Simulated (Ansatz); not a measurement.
# P (fcc type): the cost of one run

Computed with Ansatz 0.2.0 (DFT, PBE, PAW with Ansatz's default frozen-core files, scalar-relativistic, unless a step's input says otherwise).

## Step 1: The system as given

Symmetry: Fm-3m, No. 225, cubic system. Conventional cell: a = 3.915 Å, b = 3.915 Å, c = 3.915 Å, α = 90.00°, β = 90.00°, γ = 90.00°. Around P (site symmetry m-3m) lie 12 P at 2.77 Å.

Coordinates:

```cif
data_structure
_symmetry_space_group_name_H-M 'P 1'
_symmetry_Int_Tables_number 1
_cell_length_a 2.7682
_cell_length_b 2.7682
_cell_length_c 2.7682
_cell_angle_alpha 60.000
_cell_angle_beta 60.000
_cell_angle_gamma 60.000
_cell_volume 15.00
loop_
_atom_site_label
_atom_site_type_symbol
_atom_site_fract_x
_atom_site_fract_y
_atom_site_fract_z
_atom_site_occupancy
P1 P 0.00000 0.00000 0.00000 1
```

## Step 2: Cell relaxed at zero pressure, PAW

The input, input.yaml:

```yaml
crystal:
  lattice:
    - [0.0, 1.9574338206, 1.9574338206]
    - [1.9574338206, 0.0, 1.9574338206]
    - [1.9574338206, 1.9574338206, 0.0]
  atoms:
    - { symbol: P, position: [0.0, 0.0, 0.0] }
kpoints:
  mp_grid: { grid: [17, 17, 17] }
scf:
  occupations: { method: fermi_dirac, width: 0.08 }
hamiltonian:
  xc: pbe
  pseudopotentials: { kind: paw }
output:
  forces: true
  stress: true
relax:
  f_tol: 0.005
  max_steps: 40
  cell: {}
```

Run with:

```sh
> ansatz run input.yaml --threads 1 --pin off --max-ram 3584MiB --backend cpu --events-out ev --progress --plain --runs-dir out
```

Q: Estimate wall time and peak memory on 1 thread of Arm Neoverse V2, shared host.

About 4.8 s, with a peak of 0.27 GiB.
